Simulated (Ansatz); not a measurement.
## How settings move the G0W0 gap of CdI2 (CdI2 type)

CdI2 (CdI2 type), relaxed with r2SCAN+rVV10; one-shot G0W0 in Ansatz without spin-orbit coupling. (Simulation; spin polarisation is off.)

```cif
data_structure
_symmetry_space_group_name_H-M 'P 1'
_symmetry_Int_Tables_number 1
_cell_length_a 4.2470
_cell_length_b 4.2470
_cell_length_c 6.8950
_cell_angle_alpha 90.000
_cell_angle_beta 90.000
_cell_angle_gamma 120.000
_cell_volume 107.70
loop_
_atom_site_label
_atom_site_type_symbol
_atom_site_fract_x
_atom_site_fract_y
_atom_site_fract_z
_atom_site_occupancy
Cd1 Cd 0.00000 0.00000 0.00000 1
I1 I 0.33333 0.66667 0.24939 1
I2 I 0.66667 0.33333 0.75061 1
```

Gaps are read over the mesh points alone. G0W0 here is at a finite number of bands, screening cutoff and k mesh, not at the basis limit.

| start | potentials | frequency model | mesh | empty bands | screening cutoff (eV) | Kohn-Sham gap (eV) | G0W0 gap (eV) |
| --- | --- | --- | --- | --- | --- | --- | --- |
| PBE | PAW | contour deformation | 6×6×4 | 244 | 100 | 2.37 | 3.53 |
| PBE | PAW | contour deformation | 6×6×4 | 590 | 180 | 2.37 | 3.58 |
| PBE | PAW | contour deformation | 6×6×4 | 1145 | 260 | 2.37 | 3.60 |
| HSE06 | PAW | contour deformation | 6×6×4 | 590 | 180 | 3.34 | 4.09 |
| r2SCAN | PAW | contour deformation | 6×6×4 | 590 | 180 | 2.83 | 3.90 |
| PBE0 | PAW | contour deformation | 6×6×4 | 590 | 180 | 4.02 | 4.29 |

The quasiparticle gap on this mesh is 3.60 eV (A to L), against 2.37 eV from PBE: +1.23 eV. Renormalisation factors Z lie between 0.75 and 0.81.

Raising bands and cutoff together moves the gap by +0.05 eV (100 to 180 eV), then +0.02 eV (180 to 260 eV); the last step is small, which bounds nothing strictly. Starting from HSE06 (3.34 eV against PBE's 2.37 eV) gives 4.09 eV, +0.51 eV from G0W0@PBE at the same screening cutoff. Starting from r2SCAN (2.83 eV against PBE's 2.37 eV) gives 3.90 eV, +0.32 eV from G0W0@PBE at the same screening cutoff. Starting from PBE0 (4.02 eV against PBE's 2.37 eV) gives 4.29 eV, +0.71 eV from G0W0@PBE at the same screening cutoff. r2SCAN runs take a wave cutoff of 500 eV.

With a shallow d shell on the cation, G0W0 converges slowly in bands and cutoff, so these values are in doubt.
